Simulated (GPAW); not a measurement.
# Ge (Fd-3m) in GPAW: notebook, part 2 of 2

GPAW 26.7.0. The steps go on from the part before.

## Step 5: Equation of state, LDA

The input, run.py:

```python
from ase.eos import EquationOfState
from ase.io import Trajectory, read
from ase.units import GPa
from gpaw import GPAW, PW

atoms = read('Ge.cif')

traj = Trajectory('eos.traj', 'w')
volumes, energies = [], []
for x in [0.94, 0.96, 0.98, 1.0, 1.02, 1.04, 1.06]:
    a = atoms.copy()
    a.set_cell(atoms.cell * x**(1 / 3), scale_atoms=True)
    calc = GPAW(mode=PW(600),
                xc='LDA',
                kpts={'size': (8, 8, 8), 'gamma': True},
                occupations={'name': 'fermi-dirac', 'width': 0.05},
                nbands=11,
                convergence={'density': 1e-05, 'energy': 1e-05},
                maxiter=150,
                txt=f'eos-{x:.2f}.txt')
    a.calc = calc
    energies.append(a.get_potential_energy(force_consistent=True))
    volumes.append(a.get_volume())
    p = -a.get_stress()[:3].mean() / GPa
    calc.write(f'eos-{x:.2f}.gpw')
    traj.write(a)
    print(f'{x:.2f} {volumes[-1]:10.4f} A^3 {energies[-1]:14.6f} eV {p:9.3f} GPa', flush=True)

v0, e0, B = EquationOfState(volumes, energies, eos='birchmurnaghan').fit()
print(f'V0 = {v0:.4f} A^3, E0 = {e0:.6f} eV, B0 = {B / GPa:.2f} GPa')
```

The input, Ge.cif:

```cif
data_Ge
_cell_length_a 4.00068289
_cell_length_b 4.00068289
_cell_length_c 4.00068289
_cell_angle_alpha 60.00000000
_cell_angle_beta 60.00000000
_cell_angle_gamma 60.00000000
_space_group_name_H-M_alt 'P1'
_space_group_name_Hall 'P 1'
_space_group_IT_number 1
loop_
_space_group_symop_operation_xyz
'x,y,z'
loop_
_atom_site_label
_atom_site_type_symbol
_atom_site_symmetry_multiplicity
_atom_site_Wyckoff_symbol
_atom_site_fract_x
_atom_site_fract_y
_atom_site_fract_z
_atom_site_occupancy
Ge1 Ge 1 a 0.7500000000 0.7500000000 0.7500000000 1
Ge2 Ge 1 a 0.5000000000 0.5000000000 0.5000000000 1
```

Potentials or basis: the program's PAW data sets (release 1.2.1) made for this functional, pw.

Run with:

```
> OMP_NUM_THREADS=1 python run.py
```

What it wrote:

```text
__  _  _
 | _ |_)|_||  |
 |__||  | ||/\| - 26.7.0

Input parameters:
  mode=PW(ecut=600.0),
  convergence={'density': 1e-05, 'energy': 1e-05},
  kpts=MonkhorstPack(size=(8, 8, 8), gamma=True),
  maxiter=150,
  nbands=11,
  occupations=Occupations(name='fermi-dirac', width=0.05),
  xc=XC(name='LDA')

Diagonalizing LCAO Hamiltonian
Converting LCAO to pw mode

             Ge
       Ge

Atoms  # Å, Bohr magnetons
|   | symbol |        x |        y |        z |    initial magnetic moments |
|---|--------|----------|----------|----------|-----------------------------|
| 0 |     Ge | 5.878520 | 3.393965 | 2.399896 | ( 0.0000,  0.0000,  0.0000) |
| 1 |     Ge | 3.919013 | 2.262643 | 1.599931 | ( 0.0000,  0.0000,  0.0000) |

Unit cell  # Å
| periodic |        x |        y |        z |  lengths |    angles |
|----------|----------|----------|----------|----------|-----------|
|      yes | 3.919013 | 0.000000 | 0.000000 | 3.919013 | 60.000000 |
|      yes | 1.959507 | 3.393965 | 0.000000 | 3.919013 | 60.000000 |
|      yes | 1.959507 | 1.131322 | 3.199861 | 3.919013 | 60.000000 |

Number of symmetries: 24
Symmetry operations  # r_c * U_cc + t_c -> r_c
|    | kind |            matrix            |
|----|------|------------------------------|
|  0 |  E   |  1, 0, 0,  0, 1, 0,  0, 0, 1 |
|  1 |  σ   |  1, 0, 0,  0, 0, 1,  0, 1, 0 |
|  2 |  σ   |  1, 0,-1,  0, 1,-1,  0, 0,-1 |
|  3 |  C3  |  1, 0,-1,  0, 0,-1,  0, 1,-1 |
|  4 |  C3  |  1,-1, 0,  0,-1, 1,  0,-1, 0 |
|  5 |  σ   |  1,-1, 0,  0,-1, 0,  0,-1, 1 |
|  6 |  σ   |  0, 1, 0,  1, 0, 0,  0, 0, 1 |
|  7 |  C3  |  0, 1, 0,  0, 0, 1,  1, 0, 0 |
|  8 |  C2  |  0, 1,-1,  1, 0,-1,  0, 0,-1 |
|  9 |  S4  |  0, 1,-1,  0, 0,-1,  1, 0,-1 |
[... 103 lines left out ...]
  Fourier metric: weight=20.0, sigma=0.015

occupation numbers:
  Fermi-Dirac:
    width: 0.0500  # eV

poisson solver:
  ecut: 4800.0  # eV

xc functional:
  name: None

convergence criteria:
[... 6 lines left out ...]
|iter     | |      energy | eigst |  dens |
|---------|-|-------------|-------|-------|
|iter:   1| |  -10.478142 | -0.43 |       |
|iter:   2| |  -10.464772 | -2.70 | -0.90 |
|iter:   3| |  -10.359772 | -2.45 | -0.92 |
|iter:   4| |  -10.356543 | -3.46 | -1.57 |
|iter:   5| |  -10.356484 | -5.18 | -2.43 |
|iter:   6| |  -10.356484c| -6.53 | -3.37 |
|iter:   7| |  -10.356484c| -7.89c| -3.80 |
|iter:   8| |  -10.356484c| -8.54c| -5.04c|

Converged in 8 steps
Energy contributions relative to reference atoms: (reference = -114035.635429)

Energy contributions:
  Kinetic:          34.354203
  Coulomb:         -30.375149
  Zero:              0.005046
  External:          0.000000
  Xc:              -14.340388
  Entropy:          -0.000392
  Spinorbit:         0.000000
  ----------------------------
  Free energy:     -10.356680
  Extrapolated:    -10.356484

dipole moment: (5.253376, 3.033038, 2.144682)  # |e|*Ang

Fermi level: 6.474
Eigenvalues  # (at kpt = [0.000, 0.000, 0.000])
| band index |      eig [eV] | occ [0-2] |
|------------|---------------|-----------|
|          0 |        -6.935 |     2.000 |
|          1 |         6.354 |     1.834 |
|          2 |         6.354 |     1.834 |
|          3 |         6.354 |     1.834 |
|          4 |         6.810 |     0.002 |
|          5 |         8.920 |     0.000 |
|          6 |         8.920 |     0.000 |
|          7 |         8.920 |     0.000 |
|          8 |        12.741 |     0.000 |
|          9 |        15.986 |     0.000 |
|         10 |        15.991 |     0.000 |

Gap: 0.268 eV
Transition (v -> c):
  (s=0, k=0, n=3, [0.00, 0.00, 0.00]) -> (s=0, k=28, n=4, [0.50, 0.50, 0.50])
Direct/indirect transitions are different
Direct gap: 0.457 eV
Transition at: (s=0, k=0, n=3, [0.00, 0.00, 0.00])

Stress tensor  # eV/Ang^3
|         x |         y |         z |
|-----------|-----------|-----------|
| -0.024070 |  0.000000 |  0.000000 |
|  0.000000 | -0.024070 |  0.000000 |
|  0.000000 |  0.000000 | -0.024070 |

# Writing to eos-0.94.gpw (mode='')
```

eos-0.96.txt:

```text
SCF iterations
|iter     | |      energy | eigst |  dens |
|---------|-|-------------|-------|-------|
|iter:   1| |  -10.488417 | -0.44 |       |
|iter:   2| |  -10.475949 | -2.70 | -0.90 |
|iter:   3| |  -10.376310 | -2.49 | -0.92 |
|iter:   4| |  -10.373067 | -3.50 | -1.57 |
[... 37 lines left out ...]

Gap: 0.197 eV
Transition (v -> c):
  (s=0, k=0, n=3, [0.00, 0.00, 0.00]) -> (s=0, k=28, n=4, [0.50, 0.50, 0.50])
Direct/indirect transitions are different
Direct gap: 0.254 eV
Transition at: (s=0, k=0, n=3, [0.00, 0.00, 0.00])

Stress tensor  # eV/Ang^3
|         x |         y |         z |
|-----------|-----------|-----------|
| -0.012591 |  0.000000 |  0.000000 |
|  0.000000 | -0.012591 | -0.000000 |
|  0.000000 |  0.000000 | -0.012591 |

# Writing to eos-0.96.gpw (mode='')
```

It took 61 s on 1 thread of Arm Neoverse V1, shared host; peak memory 0.22 GiB.

What came out:

```yaml
Equilibrium_volume: 22.33 Å³/atom
Bulk_modulus: 71 GPa
Pressure_derivative_of_the_bulk_modulus: "4.5 (rough: it moves with the points fitted)"
```

Energy against volume, from the lowest point:
```
volume (Å³/atom)  energy (meV/atom)
          21.281              11.78
          21.733               3.46
          22.186               0.00
          22.639               0.72
          23.092               5.22
          23.545              13.15
          23.997              24.13
```

## Step 6: Equation of state, BLYP+D3(BJ)

Changes to run.py since step 5:

```diff
@@ -1 +1,2 @@
+from ase.calculators.mixing import SumCalculator
 from ase.eos import EquationOfState
@@ -3,5 +4,8 @@
 from ase.units import GPa
-from gpaw import GPAW, PW
+from dftd3.ase import DFTD3
+from gpaw import GPAW, PW, setup_paths
 
-atoms = read('Ge.cif')
+setup_paths.insert(0, '.')
+
+atoms = read('Ge.xyz')
 
@@ -13,3 +17,3 @@
     calc = GPAW(mode=PW(600),
-                xc='LDA',
+                xc='BLYP',
                 kpts={'size': (8, 8, 8), 'gamma': True},
@@ -18,6 +22,7 @@
                 convergence={'density': 1e-05, 'energy': 1e-05},
+                eigensolver='davidson',
                 maxiter=150,
                 txt=f'eos-{x:.2f}.txt')
-    a.calc = calc
-    energies.append(a.get_potential_energy(force_consistent=True))
+    a.calc = SumCalculator([calc, DFTD3(method='blyp', damping='d3bj')])
+    energies.append(a.get_potential_energy())
     volumes.append(a.get_volume())
```

The input, Ge.xyz:

```xyz
2
Lattice="0.0000000000 2.8289100000 2.8289100000 2.8289100000 0.0000000000 2.8289100000 2.8289100000 2.8289100000 0.0000000000" Properties=species:S:1:pos:R:3 pbc="T T T"
Ge     4.2433650000      4.2433650000      4.2433650000
Ge     2.8289100000      2.8289100000      2.8289100000
```

Potentials or basis: PAW data sets generated in the run's folder for this functional, pw.

Run with:

```
> gpaw-setup -f BLYP Ge
> OMP_NUM_THREADS=1 python run.py
```

What it wrote:

```text
__  _  _
 | _ |_)|_||  |
 |__||  | ||/\| - 26.7.0

Input parameters:
  mode=PW(ecut=600.0),
  convergence={'density': 1e-05, 'energy': 1e-05},
  eigensolver=Davidson(niter=2),
  kpts=MonkhorstPack(size=(8, 8, 8), gamma=True),
  maxiter=150,
  nbands=11,
  occupations=Occupations(name='fermi-dirac', width=0.05),
  xc=XC(name='BLYP')

Diagonalizing LCAO Hamiltonian
Converting LCAO to pw mode

           Ge

       Ge

Atoms  # Å, Bohr magnetons
|   | symbol |        x |        y |        z |    initial magnetic moments |
|---|--------|----------|----------|----------|-----------------------------|
| 0 |     Ge | 4.156741 | 4.156741 | 4.156741 | ( 0.0000,  0.0000,  0.0000) |
| 1 |     Ge | 2.771161 | 2.771161 | 2.771161 | ( 0.0000,  0.0000,  0.0000) |

Unit cell  # Å
| periodic |        x |        y |        z |  lengths |    angles |
|----------|----------|----------|----------|----------|-----------|
|      yes | 0.000000 | 2.771161 | 2.771161 | 3.919013 | 60.000000 |
|      yes | 2.771161 | 0.000000 | 2.771161 | 3.919013 | 60.000000 |
|      yes | 2.771161 | 2.771161 | 0.000000 | 3.919013 | 60.000000 |

Number of symmetries: 24
Symmetry operations  # r_c * U_cc + t_c -> r_c
|    | kind |            matrix            |
|----|------|------------------------------|
|  0 |  E   |  1, 0, 0,  0, 1, 0,  0, 0, 1 |
|  1 |  σ   |  1, 0, 0,  0, 0, 1,  0, 1, 0 |
|  2 |  σ   |  1, 0,-1,  0, 1,-1,  0, 0,-1 |
|  3 |  C3  |  1, 0,-1,  0, 0,-1,  0, 1,-1 |
|  4 |  C3  |  1,-1, 0,  0,-1, 1,  0,-1, 0 |
|  5 |  σ   |  1,-1, 0,  0,-1, 0,  0,-1, 1 |
|  6 |  σ   |  0, 1, 0,  1, 0, 0,  0, 0, 1 |
|  7 |  C3  |  0, 1, 0,  0, 0, 1,  1, 0, 0 |
|  8 |  C2  |  0, 1,-1,  1, 0,-1,  0, 0,-1 |
|  9 |  S4  |  0, 1,-1,  0, 0,-1,  1, 0,-1 |
| 10 |  C3  |  0, 0, 1,  1, 0, 0,  0, 1, 0 |
| 11 |  σ   |  0, 0, 1,  0, 1, 0,  1, 0, 0 |
| 12 |  S4  |  0, 0,-1,  1, 0,-1,  0, 1,-1 |
| 13 |  C3  |  0, 0,-1,  0, 1,-1,  1, 0,-1 |
| 14 |  S4  |  0,-1, 1,  1,-1, 0,  0,-1, 0 |
| 15 |  C2  |  0,-1, 1,  0,-1, 0,  1,-1, 0 |
| 16 |  C3  |  0,-1, 0,  1,-1, 0,  0,-1, 1 |
| 17 |  S4  |  0,-1, 0,  0,-1, 1,  1,-1, 0 |
| 18 |  S4  | -1, 1, 0, -1, 0, 1, -1, 0, 0 |
| 19 |  C3  | -1, 1, 0, -1, 0, 0, -1, 0, 1 |
| 20 |  C3  | -1, 0, 1, -1, 1, 0, -1, 0, 0 |
| 21 |  S4  | -1, 0, 1, -1, 0, 0, -1, 1, 0 |
| 22 |  σ   | -1, 0, 0, -1, 1, 0, -1, 0, 1 |
| 23 |  C2  | -1, 0, 0, -1, 0, 1, -1, 1, 0 |

BZ-sampling:
  Number of BZ points: 512
  Number of IBZ points: 29

  Monkhorst-Pack size: [8, 8, 8]
  Monkhorst-Pack shift: [0.0625, 0.0625, 0.0625]

K-points  # in reciprocal-cell coordinates
|     |                                coordinates |     weight |
|-----|--------------------------------------------|------------|
|   0 | (  0.00000000,   0.00000000,   0.00000000) | 0.00195312 |
|   1 | (  0.12500000,   0.12500000,   0.00000000) | 0.01171875 |
|   2 | (  0.12500000,   0.12500000,   0.12500000) | 0.01562500 |
|   3 | (  0.25000000,   0.12500000,   0.12500000) | 0.02343750 |
|   4 | (  0.25000000,   0.25000000,   0.00000000) | 0.01171875 |
|   5 | (  0.25000000,   0.25000000,   0.12500000) | 0.04687500 |
|   6 | (  0.25000000,   0.25000000,   0.25000000) | 0.01562500 |
|   7 | (  0.37500000,   0.25000000,  -0.37500000) | 0.04687500 |
|   8 | (  0.37500000,   0.25000000,   0.12500000) | 0.04687500 |
|   9 | (  0.37500000,   0.25000000,   0.25000000) | 0.04687500 |
| ... |                                            |            |
|  28 | (  0.50000000,   0.50000000,   0.50000000) | 0.00781250 |

Plane wave coefficients: 1433
Cutoff: 600.0 eV

Spin-components: 1 (collinear spins)
Bands:           11
Projectors:      10
Spin-degeneracy: 2
Datatype:        complex128

Parallelization:
  kpt:    1
  domain: 1
  band:   1

Density:
  Valence electrons: 8.0
  Components: 1
  Grid points: [24 24 24]
  Charge: 0.0  # |e|

Potential:
  Grid points: [24 24 24]

species:
  Ge:
    name:    Germanium
    Z:       32.0
    valence: 4
    core:    28
    charge:  0.0  # [|e|]
    compensation charges:
      type: gauss
      rc: 0.32  # [Å]
      lmax: 2
    cutoffs:
      filter: 1.77  # [Å]
      core: 3.42  # [Å]
    projectors
    | kind |    occ | energy [eV] | rcut [Å] |
    |------|--------|-------------|----------|
    |   4s |  2.000 |     -11.662 |    1.005 |
    |   4p |  2.000 |      -3.790 |    1.005 |
    |    s |        |      15.550 |    1.005 |
    |    p |        |      23.421 |    1.005 |
    |    d |        |       0.000 |    1.005 |

    Using partial waves for Ge as LCAO basis

Reference energy: -114217.162707  # eV

eigensolver:
  Davidson
  Converge bands: occupied
  niter=2

density mixing:
  MSR1-Mixer
  Pratt-step length: 0.05
  Maximum mixing coefficient: 0.75
  Old densities: 10
  SVD Regularization: 0.005
  Good broyden scale: 1.0
  Trust region scale: 1.0
  Backstep threshold: 4.0
  History deletion threshold: 6.0
  Fourier metric: weight=20.0, sigma=0.015

occupation numbers:
  Fermi-Dirac:
    width: 0.0500  # eV

poisson solver:
  ecut: 4800.0  # eV

xc functional:
  name: BLYP with 2 nearest neighbor stencil

convergence criteria:
[... 6 lines left out ...]
|iter     | |      energy | eigst |  dens |
|---------|-|-------------|-------|-------|
|iter:   1| |   -7.416269 | -0.34 |       |
|iter:   2| |   -7.408498 | -2.52 | -0.88 |
|iter:   3| |   -7.338139 | -2.37 | -0.90 |
|iter:   4| |   -7.339508 | -3.49 | -1.54 |
|iter:   5| |   -7.339593 | -4.66 | -2.15 |
|iter:   6| |   -7.339596 | -5.85 | -3.33 |
|iter:   7| |   -7.339597c| -6.73 | -3.75 |
|iter:   8| |   -7.339597c| -7.66c| -5.14c|

Converged in 8 steps
Energy contributions relative to reference atoms: (reference = -114217.162707)

Energy contributions:
  Kinetic:          41.653255
  Coulomb:         -36.710375
  Zero:              0.016841
  External:          0.000000
  Xc:              -12.299232
  Entropy:          -0.000170
  Spinorbit:         0.000000
  ----------------------------
  Free energy:      -7.339682
  Extrapolated:     -7.339597

dipole moment: (3.675922, 3.675922, 3.675922)  # |e|*Ang

Fermi level: 7.262
Eigenvalues  # (at kpt = [0.000, 0.000, 0.000])
| band index |      eig [eV] | occ [0-2] |
|------------|---------------|-----------|
|          0 |        -6.171 |     2.000 |
|          1 |         7.086 |     1.942 |
|          2 |         7.086 |     1.942 |
|          3 |         7.086 |     1.942 |
|          4 |         7.532 |     0.009 |
|          5 |         9.706 |     0.000 |
|          6 |         9.706 |     0.000 |
|          7 |         9.706 |     0.000 |
|          8 |        13.986 |     0.000 |
|          9 |        16.796 |     0.000 |
|         10 |        18.112 |     0.000 |

Gap: 0.376 eV
Transition (v -> c):
  (s=0, k=0, n=3, [0.00, 0.00, 0.00]) -> (s=0, k=28, n=4, [0.50, 0.50, 0.50])
Direct/indirect transitions are different
Direct gap: 0.445 eV
Transition at: (s=0, k=0, n=3, [0.00, 0.00, 0.00])

Stress tensor  # eV/Ang^3
|         x |         y |         z |
|-----------|-----------|-----------|
| -0.083581 |  0.000000 | -0.000000 |
|  0.000000 | -0.083581 | -0.000000 |
| -0.000000 | -0.000000 | -0.083581 |

# Writing to eos-0.94.gpw (mode='')
```

Wall time 57 s (1 thread of Arm Neoverse V1, shared host); peak memory 0.24 GiB.

What came out:

```yaml
Equilibrium_volume: 23.55 Å³/atom
Bulk_modulus: 57 GPa
Pressure_derivative_of_the_bulk_modulus: 5.3
```

Energy against volume, from the lowest point:
```csv
volume (Å³/atom),energy (meV/atom)
21.281,48.03
21.733,29.40
22.186,15.85
22.639,6.73
23.092,1.60
23.545,0.00
23.997,1.47
```

## Step 7: The runs side by side

```csv
task,level,potentials or basis,spin,eigensolver,band path,band points,spin axis theta (degrees),spin axis phi (degrees),V0 of scaled cells (Å³/atom),B0 (GPa)
equation of state,r4SCAN,"GPAW PAW data sets (gpaw-data 1.2.1), pw",off,-,-,-,-,-,-,-
equation of state,TASK,"GPAW PAW data sets (gpaw-data 1.2.1), pw",off,-,-,-,-,-,-,-
band structure,TPSS,"GPAW PAW data sets (gpaw-data 1.2.1), pw","SOC, no magnetisation",davidson,"GXWKGLUWLK,UX",100,0,0,-,-
equation of state,LDA,"the program's PAW data sets (release 1.2.1) made for this functional, pw",off,-,-,-,-,-,22.33,71
equation of state,BLYP+D3(BJ),"PAW data sets generated in the run's folder for this functional, pw",off,davidson,-,-,-,-,23.55,57
```

Alike in all rows: cell as given; k mesh 8 × 8 × 8; cutoff (eV) 600; smearing fermi-dirac 0.05 eV.

Caveats: the PAW data sets were made with another functional, which shifts forces and pressure a little (some runs); the points scatter about the fit (some runs); spin-orbit coupling was added after a scalar SCF, so levels and gaps hold it while energy, forces, pressure and moments don't (some runs); this program's spin-orbit splittings come out too wide for heavy elements (some runs).

Absolute energies hang on the potentials; compare differences alone.

## Step 8: Comparison with measurements

Step 4. Against the measured gap of Ge, 0.744 eV (indirect; 0 K; “Temperature-dependent photoluminescence in Ge: experiment and theory”, 2020, arxiv:2003.00143), the calculated 0.10 eV is off by -0.64 eV. 3 values of this kind are on record (0.666 to 0.807 eV); this one was drawn at random among those near their median. The value is that of TPSS, without temperature or zero-point motion.

Step 5. A measured bulk modulus of Ge is 75.8 GPa (quoted in “Sub-monolayer structures of Ag overlayers on Ge(111): experimental observations and first-principles study”, 2019, arxiv:1908.00180); the calculated 71 GPa misses it by -5.7 %. The fit is for a static lattice scaled at fixed shape and fixed fractional positions. The cell as given is a measured one (22.64 Å³/atom); LDA puts the equilibrium volume -1.4 % from it, thermal expansion not counted.

Step 6. Against the measured bulk modulus of Ge, 75.8 GPa (quoted in “Sub-monolayer structures of Ag overlayers on Ge(111): experimental observations and first-principles study”, 2019, arxiv:1908.00180), the calculated 57 GPa is off by -24.6 %. The fit is for a static lattice scaled at fixed shape and fixed fractional positions. The cell as given is a measured one (22.64 Å³/atom); BLYP+D3(BJ) puts the equilibrium volume +4.0 % from it, thermal expansion not counted.
